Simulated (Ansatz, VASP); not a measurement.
One calculation of Ni, two programs

```
Ni
1.0
     3.82485    0.00000    0.00000
    -1.91243    3.31242    0.00000
     0.00000    0.00000    2.27147
Ni
2
Direct
  0.33333 0.66667 0.00000
  0.66667 0.33333 0.00000
```

Alike in both runs: functional PBEsol; k mesh 18 × 18 × 24; occupations gaussian, width 0.1 eV; collinear spin.

Ansatz relaxed the structure, and its values are those at the end. VASP's run is a single point on that final structure, the one shown.

|  | VASP | Ansatz |
| --- | --- | --- |
| version | VASP 6.6.1 | Ansatz 0.2.0 |
| potentials or method | VASP PAW PBE potentials, release 64 (Ni) | scalar-relativistic, plane waves, PAW |
| plane-wave cutoff (eV) | 520 | 420 |
| valence electrons in the cell | 20 | 36 |

|  | VASP | Ansatz | Ansatz less VASP |
| --- | --- | --- | --- |
| gap on the k mesh at the Fermi level (eV) | none | none | - |
| pressure (GPa) | -0.1 | 0.0 | +0.09 |
| net moment per atom (μB) | 0.47 | 0.49 | +0.018 |
| size of the moment on the site where the two differ most (μB) | 0.48 | 0.51 | +0.033 |

Site moments also hang on the region over which each program counts them. A gap of «none» marks a metal or a gap that the smearing closes. With one functional, cell and mesh, what is left measures potentials, basis and numerics. The two sets of potentials don't hold the same shells in valence.

Caveats: the PAW data sets were made with another functional, which shifts forces and pressure a little (VASP).
